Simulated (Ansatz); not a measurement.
**Field gradients at the nuclei in SrTiO3 at a changed volume**

The cell is a COD entry, relaxed with PBE at fixed cell and then changed (volume scaled by 0.98, ions relaxed).

```
CELL_PARAMETERS angstrom
3.87879 0.00000 0.00000
0.00000 3.87879 0.00000
0.00000 0.00000 3.87879
ATOMIC_POSITIONS crystal
Sr 0.00000 0.00000 0.00000
Ti 0.50000 0.50000 0.50000
O 0.00000 0.50000 0.50000
O 0.50000 0.00000 0.50000
O 0.50000 0.50000 0.00000
```

Sites (sets of like atoms) are named by element and the number of their first atom in this list.

All values are calculated (Ansatz; DFT, PBE, plane waves and PAW, scalar-relativistic, 420 eV cutoff, Γ-centred 8×8×8 k-points, Fermi–Dirac smearing 0.02 eV), not measured.

Conventions: |V_zz| ≥ |V_yy| ≥ |V_xx|, η = (V_xx − V_yy)/V_zz, C_Q = eQV_zz/h.

⁸⁷Sr: I = 9/2, Q = 305.0 mb; 49Ti: I = 7/2, Q = 247.0 mb; ¹⁷O: I = 5/2, Q = -25.58 mb. Q values from Pyykkö, Mol. Phys. 116, 1328 (2018).

Problem. What field gradients does the calculation give at each kind of site?

Solution. 

| site | atoms (order as listed) | first shell | V_zz (10²¹ V/m²) | η | C_Q (MHz) |
| --- | --- | --- | --- | --- | --- |
| Sr | 1 | 12 O at 2.74 Å | 0.00 | – | 0 |
| Ti | 2 | 6 O at 1.94 Å | 0.00 | – | 0 |
| O | 3, 4, 5 | 2 Ti at 1.94 Å, angle 180°; also 4 Sr at 2.74 Å | 1.09 | 0.00 | -0.676 |

An axis of threefold or higher order runs through O, so V_zz lies along it and η is zero. Sr and Ti sit on a cubic site, where every gradient vanishes.

This high-symmetry form of SrTiO3 is unstable when cold, to tilts of the octahedra. The symmetry of the cell holds that distortion back, wholly or in part, and it would change the field gradients, the more the larger the distortion. At this changed cell the PBE pressure is 8 GPa.

The relaxation (1 step) took 3.2 s of wall time (3.2 s of CPU time) and 0.48 GiB at its peak, on 1 thread of Intel Xeon 6975P-C (Granite Rapids) (x86_64; 16 cores open to the job, memory cap 3.0 GiB, no GPU), a shared host with a load of 0.1 a core.
